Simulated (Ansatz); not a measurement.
Method: Ansatz 0.2.0, DFT PBE, scalar-relativistic, plane waves, PAW. Settings: cutoff 420 eV, Γ-centred meshes spaced at most about 0.3 Å⁻¹, and about 0.25 Å⁻¹ or finer for metals (2π included), Gaussian smearing. No spin polarisation.

Each guess is relaxed in cell and atoms at zero pressure, on a coarse mesh first where it starts far from rest and then on a converged one. The steps can't lower the symmetry of the start, but it can rise. Energies are static (0 K, no zero-point motion).

Two unrelaxed guesses for Mg2Ge2N:

A.

```yaml
crystal:
  lattice:
    - [3.15635, 0.00000, 0.00000]
    - [-1.57818, 2.73348, 0.00000]
    - [0.00000, 0.00000, 8.47359]
  atoms:
    - { symbol: Mg, position: [0.66667, 0.33333, 0.86583] }
    - { symbol: Mg, position: [0.33333, 0.66667, 0.13417] }
    - { symbol: Ge, position: [0.33333, 0.66667, 0.68412] }
    - { symbol: Ge, position: [0.66667, 0.33333, 0.31588] }
    - { symbol: N, position: [0.00000, 0.00000, 0.00000] }
```

B.

```yaml
crystal:
  lattice:
    - [3.00157, 0.00000, 0.00000]
    - [-1.50079, 2.59944, 0.00000]
    - [0.00000, 0.00000, 7.00228]
  atoms:
    - { symbol: Mg, position: [0.33333, 0.66667, 0.00000] }
    - { symbol: Mg, position: [0.66667, 0.33333, 0.00000] }
    - { symbol: Ge, position: [0.33333, 0.66667, 0.50000] }
    - { symbol: Ge, position: [0.66667, 0.33333, 0.50000] }
    - { symbol: N, position: [0.00000, 0.00000, 0.00000] }
```

**Question.** Where do they end, and which end is lower?

**Answer.** A ends lower, by 0.88 eV/atom. A: P-3m1 at 14.6 Å³/atom → P-3m1 at 16.4 Å³/atom; B: P6/mmm at 10.9 Å³/atom → P6/mmm at 18.1 Å³/atom. Counting Ge or N atoms around Mg (for each partner element, those within 1.25 times its shortest distance or 1.15 times the sum of covalent radii, where it is the nearest in units of that sum or under 1.3; a plus sign parts groups by distance over the sum of covalent radii), the end of A has Mg 3+3 and the end of B has Mg 5. The end of A and the end of B both hold Ge–Ge nets. End of A. Conventional cell: a = 3.269 Å, c = 8.865 Å. Around Mg lie 3 N at 2.15 Å, 3 Mg at 2.79 Å and 3 Ge at 3.12 Å; around Ge lie 3 Ge at 2.63 Å, 3 Mg at 3.12 Å and 6 Ge at 3.27 Å; N is surrounded by 6 Mg at 2.15 Å. End of B. Conventional cell: a = 4.191 Å, c = 5.963 Å. Mg has 3 Mg at 2.42 Å, 3 N at 2.42 Å and 2 Ge at 2.98 Å; around Ge lie 3 Ge at 2.42 Å and 2 Mg at 2.98 Å; N is surrounded by 6 Mg at 2.42 Å.

Ends held by symmetry can be saddle points.
